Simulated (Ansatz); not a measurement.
# ZnS: the cost of one run

Computed with Ansatz 0.2.0 (DFT PBE, scalar-relativistic, unless a step's input says otherwise).

### Step 1. The starting structure

Symmetry: F-43m, No. 216, cubic system. The conventional cell has a = 5.409 Å, b = 5.409 Å, c = 5.409 Å, α = 90.00°, β = 90.00°, γ = 90.00°. Zn (site symmetry -43m) has 4 S at 2.34 Å as nearest neighbours. Around S (site symmetry -43m) lie 4 Zn at 2.34 Å.

Structure file:

```
Zn S
1.0
     0.00000    2.70465    2.70465
     2.70465    0.00000    2.70465
     2.70465    2.70465    0.00000
Zn S
1 1
Direct
  0.00000 0.00000 0.00000
  0.75000 0.75000 0.75000
```

Atoms are numbered in the order of the input: Zn1, S2.

### Step 2. After the deformation

Space group F-43m before, I-4m2 after.

### Step 3. LAPW, all electrons

The input, input.yaml:

```yaml
crystal:
  lattice:
    - [0.0, 2.70465, 2.6235105]
    - [2.70465, 0.0, 2.6235105]
    - [2.70465, 2.70465, 0.0]
  atoms:
    - { symbol: Zn, position: [0.0, 0.0, 0.0] }
    - { symbol: S, position: [0.75, 0.75, 0.75] }
kpoints:
  mp_grid: { grid: [8, 8, 8] }
  band_path:
    path:
      - [0.0, 0.0, 0.0]
      - [0.0, 0.5, 0.5]
      - [0.25, 0.75, 0.5]
      - [0.0, 0.5, 0.0]
      - [0.0, 0.0, 0.0]
      - [0.5, 0.5, 0.0]
      - [0.3828515251, 0.6171484749, 0.0]
      - [-0.3828515251, 0.3828515251, 0.0]
      - [0.0, 0.0, 0.0]
    npoints: 5
scf:
  occupations: { method: fermi_dirac, width: 0.01 }
hamiltonian:
  xc: pbe
  pseudopotentials: { kind: all_electron, lapw: { basis_error: 0.00025 } }
output:
  forces: true
  stress: true
  eigenvalues: true
```

Started as:

```
ansatz run input.yaml --threads 1 --pin off --max-ram 3072MiB --backend cpu --events-out ev --progress --plain --runs-dir out
```

Q: Estimate wall time and peak memory on 1 thread of Intel Xeon 6975P-C (Granite Rapids), shared host.

About 20 s, with a peak of 0.38 GiB.
